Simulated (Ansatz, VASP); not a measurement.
**Two plane-wave programs on MgSi2N2**

```xyz
5
Lattice="4.5940 0.0000 0.0000 -2.2970 3.9785 0.0000 0.0000 0.0000 3.4244" Properties=species:S:1:pos:R:3 pbc="T T T"
Mg    0.0000    0.0000    0.0000
Si    0.0000    2.6523    1.7122
Si    2.2970    1.3262    1.7122
N     0.0000    2.6523    0.0000
N     2.2970    1.3262    0.0000
```

Alike in both runs: functional PBE; k mesh 6 × 6 × 6; occupations gaussian, width 0.1 eV; no spin polarisation.

Ansatz relaxed the structure, and its values are those at the end. VASP's run is a single point on that final structure, the one shown.

|  | VASP | Ansatz |
| --- | --- | --- |
| version | VASP 6.6.1 | Ansatz 0.2.0 |
| potentials or method | VASP PAW PBE potentials, release 64 (Mg, Si, N) | scalar-relativistic, plane waves, PAW |
| plane-wave cutoff (eV) | 520 | 420 |
| valence electrons in the cell | 20 | 28 |

VASP gave:

| Quantity | Value |
| --- | --- |
| gap on the k mesh at the Fermi level (eV) | none |
| pressure (GPa) | -0.2 |

Q: What did Ansatz give for the same quantities?

A: gap on the k mesh at the Fermi level (eV): none; pressure (GPa): 0.0.

A gap of «none» marks a metal or a gap that the smearing closes. The two sets of potentials don't hold the same shells in valence.
